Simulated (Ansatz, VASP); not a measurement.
Be: VASP beside Ansatz

```xyz
1
Lattice="-1.1276 1.1276 1.5937 1.1276 -1.1276 1.5937 1.1276 1.1276 -1.5937" Properties=species:S:1:pos:R:3 pbc="T T T"
Be    0.0000    0.0000    1.5937
```

Alike in both runs: functional PBE; k mesh 34 × 34 × 34; occupations gaussian, width 0.1 eV; no spin polarisation.

Ansatz relaxed the structure, and its values are those at the end. VASP's run is a single point on that final structure, the one shown.

|  | VASP | Ansatz |
| --- | --- | --- |
| version | VASP 6.6.1 | Ansatz 0.2.0 |
| potentials or method | VASP PAW PBE potentials, release 64 (Be) | scalar-relativistic, plane waves, PAW |
| plane-wave cutoff (eV) | 520 | 420 |
| valence electrons in the cell | 2 | 2 |

```csv
,VASP,Ansatz,Ansatz less VASP
gap on the k mesh at the Fermi level (eV),none,none,-
pressure (GPa),-3.2,-3.3,-0.13
```

A gap of «none» marks a metal or a gap that the smearing closes.
